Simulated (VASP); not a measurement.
# KCl (F-43m) in VASP: settings compared

Aim: see how the results for KCl move with the level of theory and the settings. Levels: HSE06, r2SCAN. Tasks: single point.

All numbers are computed with VASP 6.6.1; they aren't measurements. Logs are shortened: lines on timing, memory, paths and dates and some standing lists are left out, and cuts for length are marked.

### 1 The structure

The structure is cubic, space group F-43m (No. 216). Conventional cell: a = 7.015 Å, b = 7.015 Å, c = 7.015 Å, α = 90.00°, β = 90.00°, γ = 90.00°. Around K (site symmetry -43m) lie 4 Cl at 3.04 Å. Cl (site symmetry -43m) has 4 K at 3.04 Å as nearest neighbours.

The cell was built by a generator and needn't be a form met in nature.

### 2 Single point, HSE06

File POSCAR:

```
KCl
1.0
    0.0000000000      3.5072828382      3.5072828382
    3.5072828382      0.0000000000      3.5072828382
    3.5072828382      3.5072828382      0.0000000000
K Cl
1 1
Direct
    0.0000000000      0.0000000000      0.0000000000
    0.2500000000      0.2500000000      0.2500000000
```

File INCAR.step1:

```
  PREC = Accurate
  ENCUT = 520
  EDIFF = 1E-5
  ISMEAR = 0
  SIGMA = 0.01
  LREAL = False
  LASPH = True
  NELM = 100
  ALGO = Normal
  ISIF = 2
  LWAVE = True
  LCHARG = False
  GGA = PE
  NBANDS = 15
```

File INCAR.step2:

```
  PREC = Accurate
  ENCUT = 520
  EDIFF = 1E-6
  ISMEAR = 0
  SIGMA = 0.01
  LREAL = False
  LASPH = True
  NELM = 100
  ALGO = Normal
  ISIF = 2
  LWAVE = False
  LCHARG = False
  GGA = PE
  LHFCALC = True
  HFSCREEN = 0.2079
  PRECFOCK = Normal
  ISTART = 1
  NBANDS = 15
```

File KPOINTS:

```
Automatic mesh
0
Gamma
  4 4 4
```

Potentials or basis: VASP PAW PBE potentials, release 64 (K_sv, Cl).

Command:

```sh
> cat potpaw_PBE.64/K_sv/POTCAR potpaw_PBE.64/Cl/POTCAR > POTCAR
> cp INCAR.step1 INCAR
> mpirun -np 1 vasp_std > vasp.out
> cp INCAR.step2 INCAR
> mpirun -np 1 vasp_std > vasp.out
```

OUTCAR:

```text
PREC = Accurate
   ENCUT = 520
   EDIFF = 1E-6
   ISMEAR = 0
   LREAL = False
   LASPH = True
   NELM = 100
   ISIF = 2
   GGA = PE
   LHFCALC = True
   HFSCREEN = 0.2079
   PRECFOCK = Normal
   ISTART = 1

 ion  position               nearest neighbor table
   1  0.000  0.000  0.000-   2 3.04   2 3.04   2 3.04   2 3.04
   2  0.250  0.250  0.250-   1 3.04   1 3.04   1 3.04   1 3.04

  LATTYP: Found a face centered cubic cell.
 ALAT       =     7.0145656764

  Lattice vectors:

 A1 = (   0.0000000000,   3.5072828382,   3.5072828382)
 A2 = (   3.5072828382,   0.0000000000,   3.5072828382)
 A3 = (   3.5072828382,   3.5072828382,   0.0000000000)

Analysis of symmetry for initial positions (statically):
=====================================================================
 Subroutine PRICEL returns:
 Original cell was already a primitive cell.

 Routine SETGRP: Setting up the symmetry group for a
 face centered cubic supercell.

 Subroutine GETGRP returns: Found 24 space group operations
 (whereof 24 operations were pure point group operations)
 out of a pool of 48 trial point group operations.

The static configuration has the point symmetry T_d .

Analysis of symmetry for dynamics (positions and initial velocities):
=====================================================================
 Subroutine PRICEL returns:
 Original cell was already a primitive cell.

 Routine SETGRP: Setting up the symmetry group for a
 face centered cubic supercell.

 Subroutine GETGRP returns: Found 24 space group operations
 (whereof 24 operations were pure point group operations)
 out of a pool of 48 trial point group operations.

The dynamic configuration has the point symmetry T_d .

 Subroutine INISYM returns: Found 24 space group operations
 (whereof 24 operations are pure point group operations),
 and found     1 'primitive' translations

----------------------------------------------------------------------------------------

                                     Primitive cell

  volume of cell :      86.2864

  direct lattice vectors                    reciprocal lattice vectors
     0.000000000  3.507282838  3.507282838    -0.142560501  0.142560501  0.142560501
     3.507282838  0.000000000  3.507282838     0.142560501 -0.142560501  0.142560501
     3.507282838  3.507282838  0.000000000     0.142560501  0.142560501 -0.142560501

  length of vectors
     4.960046957  4.960046957  4.960046957     0.246922032  0.246922032  0.246922032

  position of ions in fractional coordinates (direct lattice)
     0.000000000  0.000000000  0.000000000
     0.250000000  0.250000000  0.250000000

  ion indices of the primitive-cell ions
   primitive index   ion index
                 1           1
                 2           2

----------------------------------------------------------------------------------------

 KPOINTS: Automatic mesh

Automatic generation of k-mesh.
 Grid dimensions read from file:
 generate k-points for:    4    4    4

 Generating k-lattice:

  Cartesian coordinates                     Fractional coordinates (reciprocal lattice)
    -0.035640125  0.035640125  0.035640125     0.250000000  0.000000000  0.000000000
     0.035640125 -0.035640125  0.035640125     0.000000000  0.250000000  0.000000000
     0.035640125  0.035640125 -0.035640125     0.000000000  0.000000000  0.250000000

  Length of vectors
     0.061730508  0.061730508  0.061730508

  Shift w.r.t. Gamma in fractional coordinates (k-lattice)
     0.000000000  0.000000000  0.000000000

 Subroutine IBZKPT returns following result:
 ===========================================

 Found      8 irreducible k-points:

 Following reciprocal coordinates:
            Coordinates               Weight
  0.000000  0.000000  0.000000      1.000000
  0.250000  0.000000  0.000000      8.000000
  0.500000  0.000000  0.000000      4.000000
  0.250000  0.250000  0.000000      6.000000
  0.500000  0.250000  0.000000     24.000000
 -0.250000  0.250000  0.000000     12.000000
  0.500000  0.500000  0.000000      3.000000
 -0.250000  0.500000  0.250000      6.000000
   k-points           NKPTS =      8   k-points in BZ     NKDIM =     64   number of bands    NBANDS=     15
   number of dos      NEDOS =    301   number of ions     NIONS =      2
   total plane-waves  NPLWV =  64000
   dimension x,y,z NGX =    40 NGY =   40 NGZ =   40
   dimension x,y,z NGXF=    80 NGYF=   80 NGZF=   80
   ions per type =               1   1
   NGX,Y,Z   is equivalent  to a cutoff of  13.41, 13.41, 13.41 a.u.
   NGXF,Y,Z  is equivalent  to a cutoff of  26.81, 26.81, 26.81 a.u.
 SYSTEM =  unknown system
   PREC   = accura    normal or accurate (medium, high low for compatibility)
   ISTART =      1    job   : 0-new  1-cont  2-samecut
   ICHARG =      0    charge: 1-file 2-atom 10-const
   ISPIN  =      1    spin polarized calculation?
   LNONCOLLINEAR =      F non collinear calculations
   LSORBIT =      F    spin-orbit coupling
   LASPH  =      T    aspherical Exc in radial PAW
   ENCUT  =  520.0 eV  38.22 Ry    6.18 a.u.   9.22  9.22  9.22*2*pi/ulx,y,z
   NELM   =    100;   NELMIN=  2; NELMDL=  0     # of ELM steps
   EDIFF  = 0.1E-05   stopping-criterion for ELM
   LREAL  =      F    real-space projection
   EDIFFG = 0.1E-04   stopping-criterion for IOM
   NSW    =      0    number of steps for IOM
   IBRION =     -1    ionic relax: 0-MD 1-quasi-New 2-CG
   NFREE  =      0    steps in history (QN), initial steepest desc. (CG)
   ISIF   =      2    stress and relaxation
   ISYM   =      3    0-nonsym 1-usesym 2-fastsym
   POTIM  = 0.5000    time-step for ionic-motion
   TEBEG  =    0.0;   TEEND  =   0.0 temperature during run
   PSTRESS=    0.0 pullay stress
   NELECT =      16.0000    total number of electrons
   NUPDOWN=      -1.0000    fix difference up-down
   EMIN   =  10.00;   EMAX   =-10.00  energy-range for DOS
   EFERMI =   0.00;   METHOD = LEGACY
   ISMEAR =     0;   SIGMA  =   0.01  broadening in eV -4-tet -1-fermi 0-gaus
   EFERMI_NEDOS =   21; number of points for ismear=-14 and -15
   IALGO  =     38    algorithm
   IMIX   =      1    mixing-type and parameters
     AMIX     =   0.40;   BMIX     =  1.00
     AMIX_MAG =   1.60;   BMIX_MAG =  1.00
  volume/ion in A,a.u.               =      43.14       291.14
  Fermi-wavevector in a.u.,A,eV,Ry     =   0.933542  1.764139 11.857496  0.871501
  Thomas-Fermi vector in A             =   2.060255
   LORBIT       =      0    0 simple, 1 ext, 2 COOP (PROOUT), +10 PAW based schemes
   GGA     = PE    functional components
   LHFCALC =     T    Hartree Fock is set to
   PRECFOCK=normal    Normal, Fast or Accurate (Low or Medium for compatibility)
   ENCUT4O =  -1.0   cutoff for four orbital integrals eV
   NKREDX  =     1    reduce k-point grid by
   NKREDY  =     1    reduce k-point grid by
   NKREDZ  =     1    reduce k-point grid by
   AEXX    =    0.2500 exact exchange contribution
   HFSCREEN=    0.2079 screening length (either q_TF or 0.3 A-1)
   HFSCREENC=   0.2079 screening length for correlation (either q_TF or 0.3 A-1)
   ENCUTFOCK=  -1.0 apply spherical cutoff to Coloumb kernel
   IVDW    =     0    specifies the selected vdW correction
   LEPSILON=     F    determine dielectric tensor
   LRPA    =     F    only Hartree local field effects (RPA)
 non-spin polarized calculation
 Gauss-broadening in eV      SIGMA  =   0.01
  energy-cutoff  :      520.00
  volume of cell :       86.29
 maximum number of plane-waves:      2346
 NGX is ok and might be reduce to    40
  NGX = 28; NGY = 28; NGZ = 28

 number of electron      16.0000000 magnetization

 Free energy of the ion-electron system (eV)
  ---------------------------------------------------
  ext. energy  EPLUGINS =         0.00000000
  ---------------------------------------------------
  free energy    TOTEN  =        -7.66321120 eV

  energy without entropy =       -7.66321120  energy(sigma->0) =       -7.66321120

 E-fermi :  -4.0817     XC(G=0):  -5.1527

 val. band max:       -4.1897532739   @ k =   0.5000   0.5000   0.0000
 cond. band min:       1.8310830275   @ k =   0.0000   0.0000   0.0000
 fundamental gap:      6.0208363013
 Fermi energy:        -4.0816880155

 k-point     1 :       0.0000    0.0000    0.0000
  band No.  band energies     occupation
      1     -33.4928      2.00000
      2     -17.0533      2.00000
      3     -15.6355      2.00000
      4     -15.6355      2.00000
      5     -15.6355      2.00000
      6      -4.2236      2.00000
      7      -4.2236      2.00000
      8      -4.2236      2.00000
      9       1.8311      0.00000
     10       6.8062      0.00000
     11       6.8062      0.00000
     12       7.7803      0.00000
     13       7.7803      0.00000
     14       7.7803      0.00000
     15       8.7710      0.00000

 k-point     2 :       0.2500    0.0000    0.0000
  band No.  band energies     occupation
      1     -33.4912      2.00000
      2     -17.1366      2.00000
      3     -15.6413      2.00000
      4     -15.6413      2.00000
      5     -15.5405      2.00000
      6      -4.3982      2.00000
      7      -4.2094      2.00000
      8      -4.2094      2.00000
      9       2.7324      0.00000
     10       6.3318      0.00000
     11       6.3318      0.00000
     12       6.6034      0.00000
     13       7.8204      0.00000
     14       8.3321      0.00000
     15       8.3321      0.00000
[... 77 lines left out ...]
      3     -15.6635      2.00000
      4     -15.6635      2.00000
      5     -15.3801      2.00000
      6      -4.5985      2.00000
      7      -4.1898      2.00000
      8      -4.1898      2.00000
      9       3.7578      0.00000
     10       4.8510      0.00000
     11       7.1905      0.00000
     12       7.7368      0.00000
     13       7.7368      0.00000
     14       7.9530      0.00000
     15       8.3470      0.00000

 k-point     8 :      -0.2500    0.5000    0.2500
  band No.  band energies     occupation
      1     -33.4886      2.00000
      2     -17.2514      2.00000
      3     -15.6740      2.00000
      4     -15.6639      2.00000
      5     -15.3715      2.00000
      6      -4.4282      2.00000
      7      -4.3648      2.00000
      8      -4.1942      2.00000
      9       3.9823      0.00000
     10       4.8440      0.00000
     11       7.0112      0.00000
     12       7.0602      0.00000
     13       7.5183      0.00000
     14       8.0136      0.00000
     15       8.8101      0.00000

------------------------ aborting loop because EDIFF is reached ----------------------------------------

  FORCE on cell =-STRESS in cart. coord.  units (eV):
  Direction    XX          YY          ZZ          XY          YZ          ZX
  --------------------------------------------------------------------------------------
  -------------------------------------------------------------------------------------
  Total        0.0922029      0.0922029      0.0922029      0.0000000      0.0000000     -0.0000000
  in kB        1.7120359      1.7120359      1.7120359      0.0000000      0.0000000     -0.0000000
  external PRESSURE =       1.7120359 kB  Pullay stress =       0.0000000 kB

 VOLUME and BASIS-vectors are now :
 -----------------------------------------------------------------------------
  energy-cutoff  :      520.00
  volume of cell :       86.29
      direct lattice vectors                 reciprocal lattice vectors
     0.000000000  3.507282838  3.507282838    -0.142560501  0.142560501  0.142560501
     3.507282838  0.000000000  3.507282838     0.142560501 -0.142560501  0.142560501
     3.507282838  3.507282838  0.000000000     0.142560501  0.142560501 -0.142560501

 POSITION                                       TOTAL-FORCE (eV/Angst)
 -----------------------------------------------------------------------------------
      0.00000      0.00000      0.00000         0.000000      0.000000      0.000000
      1.75364      1.75364      1.75364        -0.000000     -0.000000     -0.000000
 -----------------------------------------------------------------------------------
    total drift:                               -0.000013      0.000010      0.000006

  FREE ENERGIE OF THE ION-ELECTRON SYSTEM (eV)
  ---------------------------------------------------
  free  energy   TOTEN  =        -7.6632111999 eV

  energy  without entropy=       -7.6632111999  energy(sigma->0) =       -7.66321120
```

Run time: 9 min. Hardware: 1 thread of Intel Xeon Platinum 8488C (Sapphire Rapids), shared host; peak memory 0.35 GiB.

What came out:

| Property | Result |
| --- | --- |
| Free energy | -7.6632 eV |
| Pressure | 0.2 GPa |
| Band gap on the k mesh | 6.02 eV, indirect (least direct gap 6.05 eV) |

Levels at points of the mesh, in eV from the valence-band top:
| k point | band 5 | band 6 | band 7 | band 8 | band 9 | band 10 | band 11 | band 12 |
| --- | --- | --- | --- | --- | --- | --- | --- | --- |
| (0.00, 0.00, 0.00) | -11.45 | -0.03 | -0.03 | -0.03 | 6.02 | 11.00 | 11.00 | 11.97 |
| (0.50, 0.00, 0.00) | -11.27 | -0.34 | -0.01 | -0.01 | 8.55 | 8.75 | 10.45 | 10.45 |
| (0.50, 0.50, 0.00) | -11.19 | -0.41 | 0.00 | 0.00 | 7.95 | 9.04 | 11.38 | 11.93 |

Caveat: the PAW data sets were made with another functional, which shifts forces and pressure a little. A k mesh can miss the band edges.

### 3 Single point, r2SCAN

POSCAR is that of step 2.

File INCAR.step1:

```
  PREC = Accurate
  ENCUT = 520
  ISMEAR = 0
  SIGMA = 0.01
  LREAL = False
  LASPH = True
  NELM = 100
  NBANDS = 15
  GGA = PE
  ALGO = Normal
  EDIFF = 1E-4
  LWAVE = True
  LCHARG = False
```

File INCAR.step2:

```
  PREC = Accurate
  ENCUT = 520
  EDIFF = 1E-7
  ISMEAR = 0
  SIGMA = 0.01
  LREAL = False
  LASPH = True
  NELM = 100
  ALGO = Normal
  ISIF = 2
  LWAVE = False
  LCHARG = False
  METAGGA = R2SCAN
  LMIXTAU = True
  NBANDS = 15
  ISTART = 1
```

File KPOINTS:

```
regular mesh
0
Gamma
  6 6 6
```

Potentials or basis: VASP PAW PBE potentials, release 64 (K_sv, Cl).

Command:

```sh
> cat potpaw_PBE.64/K_sv/POTCAR potpaw_PBE.64/Cl/POTCAR > POTCAR
> cp INCAR.step1 INCAR
> mpirun -np 1 vasp_std > vasp.out
> cp INCAR.step2 INCAR
> mpirun -np 1 vasp_std > vasp.out
```

Wall time 1.8 min (1 thread of Intel Xeon Platinum 8488C (Sapphire Rapids), shared host); peak memory 0.26 GiB.

Results (log left out):

```
Free energy            : -16.2220 eV
Pressure               : 0.0 GPa
Band gap on the k mesh : 5.35 eV, indirect (least direct gap 5.39 eV)
```

Levels at points of the mesh, in eV from the valence-band top:
| k point | band 4 | band 5 | band 6 | band 7 | band 8 | band 9 | band 10 | band 11 | band 12 | band 13 |
| --- | --- | --- | --- | --- | --- | --- | --- | --- | --- | --- |
| (0.00, 0.00, 0.00) | -11.07 | -11.07 | -0.04 | -0.04 | -0.04 | 5.35 | 10.14 | 10.14 | 11.15 | 11.15 |
| (0.50, 0.00, 0.00) | -11.08 | -10.89 | -0.33 | -0.01 | -0.01 | 7.79 | 8.10 | 9.67 | 9.67 | 11.24 |
| (0.50, 0.50, 0.00) | -11.10 | -10.81 | -0.39 | 0.00 | 0.00 | 7.17 | 8.29 | 10.89 | 11.10 | 11.10 |

Caveat: the PAW data sets were made with another functional, which shifts forces and pressure a little. A k mesh can miss the band edges.
